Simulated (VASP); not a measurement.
# GeH (P6_3mc) in VASP: relaxation of cell and atoms with PBE+D3(BJ)

Aim: the relaxation of cell and atoms of GeH with PBE+D3(BJ).

All numbers are computed with VASP 6.6.1; they aren't measurements. Logs are shortened: lines on timing, memory, paths and dates and some standing lists are left out, and cuts for length are marked.

### 1 Starting point

The structure is hexagonal, space group P6_3mc (No. 186). The conventional cell has a = 4.050 Å, b = 4.050 Å, c = 10.600 Å, α = 90.00°, β = 90.00°, γ = 120.00°. Ge (site symmetry 3m) is surrounded by 1 H at 1.56 Å. Around Ge (site symmetry 3m) lie 1 H at 1.56 Å. H (site symmetry 3m) has 1 Ge at 1.56 Å as nearest neighbours. Around H (site symmetry 3m) lie 1 Ge at 1.56 Å.

The cell was built by a generator and isn't the measured one.

### 2 Relaxation of cell and atoms, PBE+D3(BJ)

Input file INCAR:

```
PREC     = Accurate       # precision mode
ENCUT    = 600            # plane-wave cutoff, eV
EDIFF    = 1E-6           # SCF threshold, eV
ISMEAR   = 0              # smearing method
SIGMA    = 0.05           # smearing width, eV
LREAL    = F              # projectors in reciprocal space
LASPH    = T              # aspherical terms in the spheres
NELM     = 100            # most SCF steps
ALGO     = Normal         # electronic algorithm
ISIF     = 3              # what is computed and relaxed
LWAVE    = F              # write WAVECAR
LCHARG   = F              # write CHGCAR
GGA      = PE             # functional
IVDW     = 12             # dispersion correction
IBRION   = 2              # ionic algorithm
NSW      = 40             # ionic steps
EDIFFG   = -0.01          # ionic threshold
```

Input file KPOINTS:

```
regular mesh
0
Gamma
  9 9 3
```

Input file POSCAR:

```
GeH
1.0
    4.0500000000      0.0000000000      0.0000000000
   -2.0250000000      3.5074028853      0.0000000000
    0.0000000000      0.0000000000     10.6000000000
Ge H
4 4
Direct
    0.3333333333      0.6666666667      0.2849056604
    0.6666666667      0.3333333333      0.2150943396
    0.3333333333      0.6666666667      0.7849056604
    0.0000000000      0.0000000000      0.7150943396
    0.3333333333      0.6666666667      0.4320754717
    0.6666666667      0.3333333333      0.0679245283
    0.3333333333      0.6666666667      0.9320754717
    0.0000000000      0.0000000000      0.5679245283
```

Potentials or basis: VASP PAW PBE potentials, release 64 (Ge_d, H).

Run with:

```
$ cat potpaw_PBE.64/Ge_d/POTCAR potpaw_PBE.64/H/POTCAR > POTCAR
$ mpirun -np 1 vasp_std > vasp.out
```

OUTCAR:

```text
PREC = Accurate
   ENCUT = 600
   EDIFF = 1E-6
   ISMEAR = 0
   LREAL = F
   LASPH = T
   NELM = 100
   ISIF = 3
   GGA = PE
   IVDW = 12
   IBRION = 2
   NSW = 40
   EDIFFG = -0.01
 IVDW          = 12

 ion  position               nearest neighbor table
   1  0.333  0.667  0.285-   5 1.56   2 2.45   2 2.45   2 2.45
   2  0.667  0.333  0.215-   6 1.56   1 2.45   1 2.45   1 2.45
   3  0.333  0.667  0.785-   7 1.56   4 2.45   4 2.45   4 2.45
   4  0.000  0.000  0.715-   8 1.56   3 2.45   3 2.45   3 2.45
   5  0.333  0.667  0.432-   1 1.56
   6  0.667  0.333  0.068-   2 1.56
   7  0.333  0.667  0.932-   3 1.56
   8  0.000  0.000  0.568-   4 1.56

  LATTYP: Found a hexagonal cell.
 ALAT       =     4.0500000000
 C/A-ratio  =     2.6172839506

  Lattice vectors:

 A1 = (   4.0500000000,   0.0000000000,   0.0000000000)
 A2 = (  -2.0250000000,   3.5074028853,   0.0000000000)
 A3 = (   0.0000000000,   0.0000000000,  10.6000000000)

Analysis of symmetry for initial positions (statically):
=====================================================================
 Subroutine PRICEL returns:
 Original cell was already a primitive cell.

 Routine SETGRP: Setting up the symmetry group for a
 hexagonal supercell.

 Subroutine GETGRP returns: Found 12 space group operations
 (whereof  6 operations were pure point group operations)
 out of a pool of 24 trial point group operations.

The static configuration has the point symmetry C_3v.
 The point group associated with its full space group is C_6v.

Analysis of symmetry for dynamics (positions and initial velocities):
=====================================================================
 Subroutine PRICEL returns:
 Original cell was already a primitive cell.

 Routine SETGRP: Setting up the symmetry group for a
 hexagonal supercell.

 Subroutine GETGRP returns: Found 12 space group operations
 (whereof  6 operations were pure point group operations)
 out of a pool of 24 trial point group operations.

The dynamic configuration has the point symmetry C_3v.
 The point group associated with its full space group is C_6v.

 Subroutine INISYM returns: Found 12 space group operations
 (whereof  6 operations are pure point group operations),
 and found     1 'primitive' translations

----------------------------------------------------------------------------------------

                                     Primitive cell

  volume of cell :     150.5728

  direct lattice vectors                    reciprocal lattice vectors
     4.050000000  0.000000000  0.000000000     0.246913580  0.142555622  0.000000000
    -2.025000000  3.507402885  0.000000000     0.000000000  0.285111244  0.000000000
     0.000000000  0.000000000 10.600000000     0.000000000  0.000000000  0.094339623

  length of vectors
     4.050000000  4.050000000 10.600000000     0.285111244  0.285111244  0.094339623

  position of ions in fractional coordinates (direct lattice)
     0.333333333  0.666666667  0.284905660
     0.666666667  0.333333333  0.215094340
     0.333333333  0.666666667  0.784905660
     0.000000000  0.000000000  0.715094340
     0.333333333  0.666666667  0.432075472
     0.666666667  0.333333333  0.067924528
     0.333333333  0.666666667  0.932075472
     0.000000000  0.000000000  0.567924528

  ion indices of the primitive-cell ions
   primitive index   ion index
                 1           1
                 2           2
                 3           3
                 4           4
                 5           5
                 6           6
                 7           7
                 8           8

----------------------------------------------------------------------------------------

 KPOINTS: regular mesh

Automatic generation of k-mesh.
 Grid dimensions read from file:
 generate k-points for:    9    9    3

 Generating k-lattice:

  Cartesian coordinates                     Fractional coordinates (reciprocal lattice)
     0.027434842  0.015839514  0.000000000     0.111111111  0.000000000  0.000000000
     0.000000000  0.031679027  0.000000000     0.000000000  0.111111111  0.000000000
     0.000000000  0.000000000  0.031446541     0.000000000  0.000000000  0.333333333

  Length of vectors
     0.031679027  0.031679027  0.031446541

  Shift w.r.t. Gamma in fractional coordinates (k-lattice)
     0.000000000  0.000000000  0.000000000

 Subroutine IBZKPT returns following result:
 ===========================================

 Found     24 irreducible k-points:

 Following reciprocal coordinates:
            Coordinates               Weight
  0.000000  0.000000  0.000000      1.000000
  0.111111  0.000000  0.000000      6.000000
  0.222222  0.000000  0.000000      6.000000
  0.333333  0.000000  0.000000      6.000000
  0.444444  0.000000  0.000000      6.000000
  0.111111  0.111111  0.000000      6.000000
[... 16 lines left out ...]
  0.333333  0.222222  0.333333     24.000000
  0.333333  0.333333  0.333333      4.000000
   k-points           NKPTS =     24   k-points in BZ     NKDIM =     24   number of bands    NBANDS=     36
   number of dos      NEDOS =    301   number of ions     NIONS =      8
   total plane-waves  NPLWV =  92160
   dimension x,y,z NGX =    32 NGY =   32 NGZ =   90
   dimension x,y,z NGXF=    64 NGYF=   64 NGZF=  180
   ions per type =               4   4
   NGX,Y,Z   is equivalent  to a cutoff of  13.14, 13.14, 14.12 a.u.
   NGXF,Y,Z  is equivalent  to a cutoff of  26.27, 26.27, 28.23 a.u.
 SYSTEM =  unknown system
   PREC   = accura    normal or accurate (medium, high low for compatibility)
   ISTART =      0    job   : 0-new  1-cont  2-samecut
   ICHARG =      2    charge: 1-file 2-atom 10-const
   ISPIN  =      1    spin polarized calculation?
   LNONCOLLINEAR =      F non collinear calculations
   LSORBIT =      F    spin-orbit coupling
   LASPH  =      T    aspherical Exc in radial PAW
   ENCUT  =  600.0 eV  44.10 Ry    6.64 a.u.   8.09  8.09 21.17*2*pi/ulx,y,z
   NELM   =    100;   NELMIN=  2; NELMDL= -5     # of ELM steps
   EDIFF  = 0.1E-05   stopping-criterion for ELM
   LREAL  =      F    real-space projection
   EDIFFG = -.1E-01   stopping-criterion for IOM
   NSW    =     40    number of steps for IOM
   IBRION =      2    ionic relax: 0-MD 1-quasi-New 2-CG
   NFREE  =      1    steps in history (QN), initial steepest desc. (CG)
   ISIF   =      3    stress and relaxation
   ISYM   =      2    0-nonsym 1-usesym 2-fastsym
   POTIM  = 0.5000    time-step for ionic-motion
   TEBEG  =    0.0;   TEEND  =   0.0 temperature during run
   PSTRESS=    0.0 pullay stress
   NELECT =      60.0000    total number of electrons
   NUPDOWN=      -1.0000    fix difference up-down
   EMIN   =  10.00;   EMAX   =-10.00  energy-range for DOS
   EFERMI =   0.00;   METHOD = LEGACY
   ISMEAR =     0;   SIGMA  =   0.05  broadening in eV -4-tet -1-fermi 0-gaus
   EFERMI_NEDOS =   21; number of points for ismear=-14 and -15
   IALGO  =     38    algorithm
   IMIX   =      4    mixing-type and parameters
     AMIX     =   0.40;   BMIX     =  1.00
     AMIX_MAG =   1.60;   BMIX_MAG =  1.00
  volume/ion in A,a.u.               =      18.82       127.01
  Fermi-wavevector in a.u.,A,eV,Ry     =   1.204693  2.276540 19.745935  1.451285
  Thomas-Fermi vector in A             =   2.340411
   LORBIT       =      0    0 simple, 1 ext, 2 COOP (PROOUT), +10 PAW based schemes
   GGA     = PE    functional components
   LHFCALC =     F    Hartree Fock is set to
   AEXX    =    0.0000 exact exchange contribution
   IVDW    =    12    specifies the selected vdW correction
   LEPSILON=     F    determine dielectric tensor
   LRPA    =     F    only Hartree local field effects (RPA)
 conjugate gradient relaxation of ions
 non-spin polarized calculation
 Gauss-broadening in eV      SIGMA  =   0.05
  energy-cutoff  :      600.00
  volume of cell :      150.57
 maximum number of plane-waves:      5044
   NGX = 17   NGY = 17   NGZ = 43

--------------------------------------- Ionic step        1  -------------------------------------------

 number of electron      60.0000005 magnetization

 Free energy of the ion-electron system (eV)
  ---------------------------------------------------
  ext. energy  EPLUGINS =         0.00000000
  ---------------------------------------------------
  free energy    TOTEN  =       -30.81109244 eV

  energy without entropy =      -30.81109244  energy(sigma->0) =      -30.81109244

------------------------ aborting loop because EDIFF is reached ----------------------------------------

 Edisp (eV)   -0.96569

 E8    (eV) :    -0.3800

  FORCE on cell =-STRESS in cart. coord.  units (eV):
  Direction    XX          YY          ZZ          XY          YZ          ZX
  --------------------------------------------------------------------------------------
  -------------------------------------------------------------------------------------
  Total      -0.29507    -0.29507    -1.74837     0.00000     0.00000     0.00000
  in kB      -3.13974    -3.13974   -18.60362     0.00000     0.00000     0.00000
  external pressure =       -8.29 kB  Pullay stress =        0.00 kB
[... 115 lines left out ...]
  FREE ENERGIE OF THE ION-ELECTRON SYSTEM (eV)
  ---------------------------------------------------
  free  energy   TOTEN  =       -31.7846277332 eV

  energy  without entropy=      -31.7846277332  energy(sigma->0) =      -31.78462773

[... ionic steps 4 to 32 ...]

--------------------------------------- Ionic step       33  -------------------------------------------

 number of electron      60.0000002 magnetization

------------------------ aborting loop because EDIFF is reached ----------------------------------------

 Edisp (eV)   -1.12094

 E8    (eV) :    -0.4444
[... 81 lines left out ...]
  energy  without entropy=      -31.8292864945  energy(sigma->0) =      -31.82928649

--------------------------------------- Ionic step       35  -------------------------------------------

 number of electron      60.0000002 magnetization

 Free energy of the ion-electron system (eV)
  ---------------------------------------------------
  ext. energy  EPLUGINS =         0.00000000
  ---------------------------------------------------
  free energy    TOTEN  =       -30.70692464 eV

  energy without entropy =      -30.70692464  energy(sigma->0) =      -30.70692464

 E-fermi :   2.0853     XC(G=0):  -8.5654

 val. band max:        1.8291613448   @ k =   0.0000   0.0000   0.0000
 cond. band min:       2.6740112705   @ k =   0.0000   0.0000   0.0000
 fundamental gap:      0.8448499257
 Fermi energy:         2.0853486386

 k-point     1 :       0.0000    0.0000    0.0000
  band No.  band energies     occupation
      1     -22.1880      2.00000
      2     -22.1880      2.00000
      3     -22.1879      2.00000
      4     -22.1879      2.00000
      5     -22.1174      2.00000
      6     -22.1174      2.00000
[... 964 lines left out ...]
  FREE ENERGIE OF THE ION-ELECTRON SYSTEM (eV)
  ---------------------------------------------------
  free  energy   TOTEN  =       -31.8292966762 eV

  energy  without entropy=      -31.8292966762  energy(sigma->0) =      -31.82929668

 reached required accuracy - stopping structural energy minimisation
```

Wall time 37 min (1 thread of AMD EPYC 9R45 (Zen 5), shared host); peak memory 0.36 GiB.

What came out:

| Item | Value |
| --- | --- |
| Free energy | -31.8293 eV |
| Relaxed volume | 16.62 Å³/atom |
| Relaxed cell | a = 4.050 Å, b = 4.050 Å, c = 9.363 Å, α = 90.00°, β = 90.00°, γ = 120.00° |
| Space group after relaxing (to 0.05 Å) | P6_3mc (No. 186) |
| Energy gained by relaxing | 6.6 meV/atom |
| Ionic steps | 35 |
| Pressure after relaxing | 0.0 GPa |
| Largest force after relaxing | 0.006 eV/Å |
| Band gap on the k mesh | 0.84 eV, direct |
| Dispersion energy per atom | -0.140 eV |

Forces in eV/Å, atoms in the order of the input:
```
Ge   0.000  0.000 -0.002
Ge   0.000  0.000  0.005
Ge   0.000  0.000 -0.002
Ge   0.000  0.000  0.005
H    0.000  0.000 -0.006
H    0.000  0.000  0.003
H    0.000  0.000 -0.006
H    0.000  0.000  0.003
```

Stress tensor (GPa, compression positive):
```
 0.09  0.00  0.00
 0.00  0.09  0.00
 0.00  0.00 -0.07
```

The path:
| step | energy change (eV) | largest force (eV/Å) | pressure (GPa) | volume (Å³) |
| --- | --- | --- | --- | --- |
| 1 | 0.0000 | 0.1737 | -0.83 | 150.57 |
| 2 | -0.0005 | 0.3179 | 0.18 | 148.46 |
| 3 | -0.0079 | 0.0759 | -0.16 | 149.49 |
| 4 | -0.0078 | 0.0602 | -0.41 | 149.55 |
| 5 | -0.0078 | 0.0763 | -0.27 | 149.51 |
| 6 | -0.0099 | 0.0516 | -0.11 | 148.72 |
| 7 | -0.0102 | 0.0509 | -0.13 | 148.40 |
| 8 | -0.0102 | 0.0725 | 0.13 | 147.76 |
| 9 | -0.0103 | 0.0502 | 0.13 | 148.02 |
| 10 | -0.0103 | 0.0504 | 0.09 | 148.21 |
| 11 | -0.0117 | 0.0573 | -0.04 | 147.96 |
| 12 | -0.0152 | 0.0792 | -0.01 | 147.23 |
| 13 | -0.0203 | 0.1289 | 0.03 | 145.73 |
| 14 | -0.0210 | 0.2492 | 0.15 | 142.69 |
| 15 | -0.0219 | 0.2149 | 0.13 | 143.59 |
| 16 | -0.0224 | 0.2090 | 0.08 | 143.52 |
| 17 | -0.0236 | 0.1913 | -0.01 | 143.31 |
| 18 | -0.0256 | 0.1566 | -0.05 | 142.89 |
| 19 | -0.0284 | 0.1492 | -0.09 | 142.05 |
| 20 | -0.0293 | 0.2944 | -0.36 | 140.34 |
| 21 | -0.0296 | 0.2203 | -0.27 | 141.20 |
| 22 | -0.0319 | 0.2010 | -0.26 | 140.84 |
| 23 | -0.0381 | 0.1506 | -0.31 | 139.77 |
| 24 | -0.0471 | 0.0500 | -0.33 | 137.64 |
| 25 | -0.0501 | 0.1825 | -0.20 | 133.42 |
| 26 | -0.0512 | 0.1270 | -0.13 | 134.41 |
| 27 | -0.0514 | 0.0845 | -0.27 | 133.09 |
| 28 | -0.0523 | 0.0421 | -0.24 | 133.74 |
| 29 | -0.0522 | 0.0319 | -0.21 | 133.58 |
| 30 | -0.0523 | 0.0277 | -0.09 | 133.63 |
| 31 | -0.0523 | 0.0370 | -0.10 | 133.69 |
| 32 | -0.0523 | 0.0392 | -0.30 | 133.71 |
| 33 | -0.0526 | 0.0081 | -0.07 | 133.14 |
| 34 | -0.0525 | 0.0064 | 0.01 | 132.97 |
| 35 | -0.0525 | 0.0062 | 0.03 | 132.98 |

Final structure:
```xyz
8
Lattice="4.0497 0.0000 0.0000 -2.0249 3.5072 0.0000 0.0000 0.0000 9.3630" Properties=species:S:1:pos:R:3 pbc="T T T"
Ge    0.0000    2.3381    2.7040
Ge    2.0249    1.1691    1.9781
Ge    0.0000    2.3381    7.3855
Ge    0.0000    0.0000    6.6596
H     0.0000    2.3381    4.2475
H     2.0249    1.1691    0.4334
H     0.0000    2.3381    8.9290
H     0.0000    0.0000    5.1149
```

Levels at points of the mesh, in eV from the valence-band top:
| k point | band 27 | band 28 | band 29 | band 30 | band 31 | band 32 | band 33 | band 34 |
| --- | --- | --- | --- | --- | --- | --- | --- | --- |
| (0.00, 0.00, 0.00) | -0.08 | -0.08 | 0.00 | 0.00 | 0.84 | 1.30 | 4.02 | 4.02 |

Caveat: an odd mesh through Γ misses points on the zone boundary, where band edges often lie. A hybrid or GW would open this gap; PBE tends to underestimate it.
